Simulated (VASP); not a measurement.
CuCl (Nantokite):

```
Cu Cl
1.0
     0.00000    2.64977    2.64977
     2.64977    0.00000    2.64977
     2.64977    2.64977    0.00000
Cu Cl
1 1
Direct
  0.00000 0.00000 0.00000
  0.25000 0.25000 0.25000
```

```yaml
Program: VASP 6.6.1
Task: relaxation of cell and atoms
Functional: HSE06
Potentials_or_basis: VASP PAW PBE potentials, release 64 (Cu, Cl)
Cutoff: 520 eV
k_mesh: 6 × 6 × 6
Occupations: gaussian, width 0.03 eV
Spin: no spin polarisation
```

At the start: pressure 4.4 GPa; volume 18.60 Å³/atom.

**Question.** Where does the relaxation end?

**Answer.** Over 3 steps the energy falls by 20.7 meV/atom and the volume is 20.09 Å³/atom (+8.0 %); space group F-43m (No. 216, to 0.05 Å).

Step by step:
| step | energy change (eV) | largest force (eV/Å) | pressure (GPa) | volume (Å³) |
| --- | --- | --- | --- | --- |
| 1 | 0.0000 | 0.0000 | 4.36 | 37.21 |
| 2 | -0.0411 | 0.0000 | 0.27 | 40.00 |
| 3 | -0.0414 | 0.0000 | 0.07 | 40.19 |

Final structure:
```yaml
crystal:
  lattice:
    - [0.00000, 2.71864, 2.71864]
    - [2.71864, 0.00000, 2.71864]
    - [2.71864, 2.71864, 0.00000]
  atoms:
    - { symbol: Cu, position: [0.00000, 0.00000, 0.00000] }
    - { symbol: Cl, position: [0.25000, 0.25000, 0.25000] }
```

Caveat: the PAW data sets were made with another functional, which shifts forces and pressure a little.
